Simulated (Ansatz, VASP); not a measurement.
## One calculation of Al, two programs

```
Al
1.0
     1.66484    0.96120    3.98657
    -1.66484    0.96120    3.98657
     0.00000   -1.92239    3.98657
Al
2
Cartesian
  0.0000 0.0000 0.6901
  0.0000 0.0000 11.2696
```

Alike in both runs: task single point; functional PBE; k mesh 6 × 6 × 6; occupations gaussian, width 0.1 eV; no spin polarisation.

|  | VASP | Ansatz |
| --- | --- | --- |
| version | VASP 6.6.1 | Ansatz 0.2.0 |
| potentials or method | VASP PAW PBE potentials, release 64 (Al) | scalar-relativistic, plane waves, PAW |
| plane-wave cutoff (eV) | 520 | 420 |
| valence electrons in the cell | 6 | 6 |

VASP gave:

| Item | Value |
| --- | --- |
| gap on the k mesh at the Fermi level (eV) | none |
| rms of the force components (eV/Å) | 26.729 |

Question: What did Ansatz give for the same quantities?

Answer: gap on the k mesh at the Fermi level (eV): none; rms of the force components (eV/Å): 26.054.

Atom by atom the forces differ by 0.675 eV/Å (rms over components). A gap of «none» marks a metal or a gap that the smearing closes.

Caveats: the k mesh is coarse (spacing up to 0.37 Å⁻¹), so the values aren't converged; forces of over 1 eV/Å show positions far from the minimum, so gaps and moduli don't describe the material at rest.
